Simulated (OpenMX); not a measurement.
BeTe under changes of volume

One of the cells (21.254 Å³/atom); the others are scaled copies at fixed shape and fractional positions:

```
CELL_PARAMETERS angstrom
0.00000 2.77000 2.77000
2.77000 0.00000 2.77000
2.77000 2.77000 0.00000
ATOMIC_POSITIONS crystal
Te 0.75000 0.75000 0.75000
Be 0.00000 0.00000 0.00000
```

```yaml
Program: OpenMX 3.8.5
Functional: PBE
Potentials_or_basis: OpenMX 2013 PBE set, Te7.0-s3p3d2f1, Be7.0-s3p2d1, fixed grid of 42 × 42 × 42 points
k_mesh: 9 × 9 × 9
Occupations: fermi-dirac, width 0.05 eV
Spin: no spin polarisation
```

```tsv
volume (Å³/atom)	energy over the lowest point (meV/atom)	gap on the mesh (eV)
19.979	86.04	1.81
20.404	61.24	1.86
20.829	41.20	1.90
21.254	25.32	1.94
21.679	13.43	1.98
22.104	?	?
22.529	0.00	2.06
```

Q: What does the run at 22.104 Å³/atom give?

A: Energy over the lowest point 5.10 meV/atom; gap on the mesh 2.02 eV.

Worked out: A Birch-Murnaghan fit of order 3 (a polynomial in V^(-2/3)) to the other rows has its minimum at 23.06 Å³/atom, just outside them, with B0 = V·E''(V) = 55 GPa and B' = 3.7. It gives 5.08 meV/atom at 22.104 Å³/atom, against the run's 5.10. A straight line through the other rows of the gap, of slope 2.06 eV per unit of ln V, gives 2.02 eV, against the run's 2.02.

Energies are extrapolated to zero smearing.

Caveats: spin-orbit coupling is left out, which moves the levels of the heavy elements; an odd mesh through Γ misses points on the zone boundary, where band edges often lie; the basis of atomic orbitals isn't converged, which shifts pressures, moduli and gaps.
